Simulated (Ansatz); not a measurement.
# 1T-SiSTe bilayer (AA) in a perpendicular field, part 4 of 4

What dipole does a perpendicular field induce in the 1T-SiSTe bilayer (AA)? A positive field points along +c.

Ansatz 0.2.0; plane-wave DFT, PBE-D3(BJ), Ansatz PAW (the session's first sound run).

So far. Step 20 (Same geometry, cutoff 420 eV, functional HSE06 (run 2)): The dipole is -0.107 e·Å. Step 22 (Response at this level): The induced dipole is that of a conductor 11.53 Å thick.

## Step 23: The same run with other settings

This step: plane-wave DFT, PBE-D3(BJ), Ansatz PAW (Ansatz 0.2.0).

A run with a changed input: it repeats the earlier run at 0.05 V/Å with efield.ramp_width from 0.06 to 0.15 and efield.dipole_correction from true to false.

The input, input.yaml:

```yaml
crystal:
  lattice:
    - [3.4862723409, 0.0, 0.0]
    - [-1.7431361705, 3.0192004117, 0.0]
    - [0.0, 0.0, 27.2790333455]
  atoms:
    - { symbol: Te, position: [0.6666666667, 0.3333333333, 0.3299237142] }
    - { symbol: Si, position: [0.0, 0.0, 0.3946038136] }
    - { symbol: S, position: [0.3333333333, 0.6666666667, 0.4403492174] }
    - { symbol: Te, position: [0.6666666667, 0.3333333333, 0.5592154249] }
    - { symbol: Si, position: [0.0, 0.0, 0.624261049] }
    - { symbol: S, position: [0.3333333333, 0.6666666667, 0.6700762858] }
kpoints:
  mp_grid: { grid: [18, 18, 1] }
  band_path:
    path: [[0, 0, 0], [0.5, 0, 0], [0.33333333, 0.33333333, 0], [0, 0, 0]]
    npoints: 16
hamiltonian:
  xc: pbe
  dispersion: d3bj
scf:
  occupations: { method: fermi_dirac, width: 0.05 }
  convergence: { dr2_threshold: 1.0e-10 }
efield:
  axis: 3
  dipole_correction: false
  ramp_position: 0.97
  ramp_width: 0.15
  amplitude: 0.05
output:
  write_potential: true
  write_density: true
  volumetric_format: npy
```

Run with:

```console
ansatz run input.yaml --threads 4 --pin off --max-ram 6144MiB --backend cpu --events-out ev --progress --plain --runs-dir out
```

Numbers of over 12 decimals in the logs are rounded to 6 here.

The log of the run:

```text
[...]
Crystal: 6 atoms, lattice volume = 287.132 Å³
Basis set: ecut = 420 eV, 5569 PW (Γ)
Bands: 32, of which v1, the nominal top of the filled ones, is band 26 counted from 1 (25 counted from 0)
Symmetry: 6 space group operations
[...]
k-points: 37 of 324 (time reversal used)
[...]
SCF iter   1: F=—  HF=-17038.336754 eV  |F-HF|=—  |Δ(HF+E_count)|=         —  Δρ=2.04e-3  dr2=1.54e-1  ethr=1.77e-3  p=-0.071 e·Å  V_vac-E_F(+/−)=5.19/3.85 eV  ⟨swp⟩=11.5  Hψ=7187  notcnv=0
[...]
SCF iter  10: F=-17038.331533 eV  HF=-17038.331533 eV  |F-HF|=2.91e-11  |Δ(HF+E_count)|=  1.46e-11  Δρ=4.56e-8  dr2=1.69e-11  ethr=1.00e-12  p=-0.019 e·Å  V_vac-E_F(+/−)=5.27/4.09 eV  ⟨swp⟩=3.0  Hψ=2550  notcnv=0
SCF 1 converged in 10 iterations: F = -17038.331533 eV  dr2 = 1.69e-11
[...]
SCF converged after 10 iterations
Free energy (F): -17038.331533 eV
[...]
Internal energy: -17038.314922 eV  (E = F + TS)
E sigma→0 (E₀):  -17038.323227 eV
Entropy (-TS):   -0.016611 eV (-2.769 meV/atom)
Fermi energy:    1.565423 eV
Dipole field:    D = -0.011897 V/Å  (p = -0.018878 e·Å, saw-weighted)
Work function:   not extracted (applied field tilts the vacuum); planar V_es + V_field profile in the machine report
[...]
--- Band table (eV; the first three rows and the last of 37) ---
  k-point 0: bands = [... 22 lower, 2.0649, 2.0649, 2.1548, 2.1548, 2.4357, 2.8316, 4.7283, 4.9760, ... 2 higher]
  k-point 1: bands = [... 22 lower, 1.6529, 1.7600, 2.0308, 2.1193, 2.7258, 3.0536, 4.7719, 4.8995, ... 2 higher]
  k-point 2: bands = [... 22 lower, 0.8167, 0.9282, 1.9125, 2.0038, 3.1448, 3.3431, 4.5816, 4.7857, ... 2 higher]
  k-point 36: bands = [... 22 lower, -1.3442, -0.7835, -0.6182, -0.1000, 1.7337, 2.2763, 4.9174, 5.6664, ... 2 higher]
```

Wall time 9.7 s (4 threads of Intel Xeon Platinum 8488C (Sapphire Rapids), shared host); peak memory 0.83 GiB; 38 s of CPU time.

```tsv
quantity	this run	earlier run	difference
dipole along the normal (e·Å)	-0.01888	-0.01089	-0.0080
```

With the dipole correction off, the periodic images add a field of their own to the typed one.

It moves by -0.00799 e·Å.

These numbers are not those of the isolated slab.

## Step 24: The same run with other settings: efield.ramp_width = 0.04

Another changed input: it repeats the earlier run at 0.05 V/Å with efield.ramp_width from 0.06 to 0.04.

Changes to input.yaml since step 23:

```diff
@@ -25,5 +25,5 @@
   axis: 3
-  dipole_correction: false
+  dipole_correction: true
   ramp_position: 0.97
-  ramp_width: 0.15
+  ramp_width: 0.04
   amplitude: 0.05
```

The log of the run:

```text
[...]
Crystal: 6 atoms, lattice volume = 287.132 Å³
Basis set: ecut = 420 eV, 5569 PW (Γ)
Bands: 32, of which v1, the nominal top of the filled ones, is band 26 counted from 1 (25 counted from 0)
Symmetry: 6 space group operations
[...]
k-points: 37 of 324 (time reversal used)
[...]
SCF iter   1: F=—  HF=-17038.686062 eV  |F-HF|=—  |Δ(HF+E_count)|=         —  Δρ=2.05e-2  dr2=1.99e0  ethr=3.10e-3  p=0.034 e·Å  D=2.14e-2 V/Å  ΔV_dip=-0.58 eV  dr2_dipole=3.62e-1  V_vac-E_F(+/−)=5.70/5.01 eV  ⟨swp⟩=11.6  Hψ=7081  notcnv=0
[...]
SCF iter  11: F=-17038.331468 eV  HF=-17038.331468 eV  |F-HF|=3.64e-12  |Δ(HF+E_count)|=  2.95e-10  Δρ=1.02e-7  dr2=3.26e-11  ethr=1.00e-12  p=-0.011 e·Å  D=-6.86e-3 V/Å  ΔV_dip=0.19 eV  dr2_dipole=7.63e-13  V_vac-E_F(+/−)=5.35/3.89 eV  ⟨swp⟩=6.8  Hψ=3588  notcnv=0
SCF 1 converged in 11 iterations: F = -17038.331468 eV  dr2 = 3.26e-11
[...]
SCF converged after 11 iterations
Free energy (F): -17038.331468 eV
[...]
Internal energy: -17038.314833 eV  (E = F + TS)
E sigma→0 (E₀):  -17038.323151 eV
Entropy (-TS):   -0.016636 eV (-2.773 meV/atom)
Fermi energy:    1.640719 eV
Dipole field:    D = -0.006862 V/Å  (p = -0.010889 e·Å, saw-weighted, corrected)
Work function:   not extracted (applied field tilts the vacuum); planar V_es + V_field profile in the machine report
[...]
--- Band table (eV; the first three rows and the last of 37) ---
  k-point 0: bands = [... 22 lower, 2.1397, 2.1397, 2.2304, 2.2304, 2.5108, 2.9077, 4.7857, 5.0511, ... 2 higher]
  k-point 1: bands = [... 22 lower, 1.7277, 1.8357, 2.1056, 2.1950, 2.8008, 3.1298, 4.8345, 4.9691, ... 2 higher]
  k-point 2: bands = [... 22 lower, 0.8914, 1.0039, 1.9873, 2.0795, 3.2195, 3.4194, 4.6531, 4.8623, ... 2 higher]
  k-point 36: bands = [... 22 lower, -1.2687, -0.7074, -0.5433, -0.0248, 1.8089, 2.3518, 4.9921, 5.7420, ... 2 higher]
```

Elapsed: 10 s, on 4 threads; peak memory 0.82 GiB.

This step gave:

* energy at zero smearing: -17038.3232 eV
* dipole along the normal: -0.01089 e·Å

The electronic bands at the labelled points (eV, zero at the Fermi level):

```tsv
point	band 23	band 24	band 25	band 26	band 27	band 28	band 29	band 30
Γ	0.50	0.50	0.59	0.59	0.87	1.27	3.15	3.41
halfway	-2.57	-1.79	-0.26	-0.13	0.69	0.96	3.15	3.57
M	-2.47	-2.11	-0.96	-0.82	-0.81	-0.51	2.58	2.75
halfway	-2.53	-2.30	-2.10	-1.84	0.41	0.49	3.42	3.47
K	-2.91	-2.35	-2.18	-1.67	0.17	0.71	3.35	4.10
halfway	-2.49	-2.11	-1.33	-1.11	1.53	1.63	3.33	3.49
Γ	0.50	0.50	0.59	0.59	0.87	1.27	3.15	3.41
```

```tsv
quantity	this run	earlier run	difference
dipole along the normal (e·Å)	-0.01089	-0.01089	2.0e-6
```

The dipole moves by under 0.5 % or 5e-5 e·Å.

Of the bands kept, 6 cross the Fermi level on this path.

## Step 25: Summary of results

| Property | Result |
| --- | --- |
| gap without field | none |
| work function, upper face | 5.02 eV |
| step between the vacuum levels | 0.764 eV |
| equivalent conductor thickness, atoms held | 11.5 Å |
| equivalent conductor thickness, LDA | 11.6 Å |
| equivalent conductor thickness, PBE | 11.6 Å |
| equivalent conductor thickness, r2SCAN | 11.5 Å |
| equivalent conductor thickness, HSE06 | 11.5 Å |

In words: The induced dipole equals that of a perfect conductor 11.53 Å thick, while the outer atoms lie 9.28 Å apart. The two faces differ: the vacuum level above lies 0.76 eV higher than the one below. Across the functionals the thickness runs from 11.53 to 11.60 Å; those runs use a coarser k-mesh, so they are to be compared with each other. There is no gap over 0.03 eV, with or without the field. Spin-orbit coupling is left out, which matters for the bands of elements this heavy.

[Logs are printed without paths, hosts, clocks, repeated set-up lines and the standing remarks that a program may print on its own settings, such as how far it seeks lower states.]

[Hosts, paths, dates, database ids (printed as entryN), source tags and the programs' standing remarks are cut or masked in the printed files.]

[Maps of the electrostatic potential energy from Ansatz leave out the sawtooth potential of an applied field or a dipole correction, so their vacuum need not be flat; planar profiles and work functions include it.]
